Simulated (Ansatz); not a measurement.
One crystal and one scan (energy against volume) at two levels, PBE (plane waves to 420 eV, PAW, scalar-relativistic; Ansatz, a program for electronic structure) and r2SCAN (plane waves to 500 eV, PAW, scalar-relativistic; Ansatz), each from its own relaxed cell and on its own mesh. The cell shown is that of PBE.

NaBr (rock salt)

```xyz
2
Lattice="0.0000 3.0180 3.0180 3.0180 0.0000 3.0180 3.0180 3.0180 0.0000" Properties=species:S:1:pos:R:3 pbc="T T T"
Br     0.0000     0.0000     0.0000
Na     3.0180     3.0180     3.0180
```

This relaxed cell (volume V₀) is scaled evenly in all directions, its shape held. Symmetry pins the atoms to their sites.

Energies are smeared free energies. NaBr was relaxed with its symmetry unable to fall. Both scans cover V/V₀ from 0.900 to 1.100.

ΔE (meV/atom), each from the relaxed starting cell of its own level:

```csv
V/V₀,PBE,r2SCAN
0.900,20.2,22.5
0.925,10.8,12.0
0.950,4.6,5.1
0.975,1.1,1.2
1.000,0.0,0.0
1.025,1.0,1.1
1.050,3.8,4.2
1.075,8.2,9.0
1.100,13.9,withheld
```

Task: Estimate the r2SCAN value at 1.100 from the PBE value there and the ratio of the two levels in the two nearest given rows on that side of the minimum.

Result: At 1.075 and 1.050 the ratio r2SCAN/PBE averages 1.101, which gives 1.101 × 13.9 = 15.3 meV/atom. The calculation gives 15.3 meV/atom, +10.1 % against PBE.

(A scan under strain: stresses follow from slopes of the energy per volume, elastic moduli from its curvatures.)
